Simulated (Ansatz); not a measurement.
# Co (P6_3/mmc)

Theory: Ansatz, DFT PBE, scalar-relativistic, plane waves, PAW.

Plane waves to 420 eV, a k mesh through Γ of 18×18×10 on the computed 2-atom cell and Gaussian smearing (0.10 eV); collinear spin from starting moments 1.84 1.84 μB.

The structure is relaxed at this level of theory with its symmetry kept.

```
CELL_PARAMETERS angstrom
2.49214 0.00000 0.00000
-1.24607 2.15826 0.00000
0.00000 0.00000 4.03374
ATOMIC_POSITIONS crystal
Co 0.66667 0.33333 0.25000
Co 0.33333 0.66667 0.75000
```

Formation energy from the elements' standard states (uncorrected)?

-0.001 eV/atom.

Density of states at the Fermi level?

1.74 states/eV per cell.

Löwdin character within 0.5 eV of the Fermi level?

Co 3d 90 %.

Bulk modulus?

217 GPa.

Its pressure derivative?

4.9.

Bader charges (e)?

Co (2 in the cell) 0.00.

Total moment?

3.20 μB per cell.

Site moments (μB; atoms counted from 1 over the whole cell)?

Co (atom 1) 1.68, Co (atom 2) 1.68.

Only this magnetic start was tried.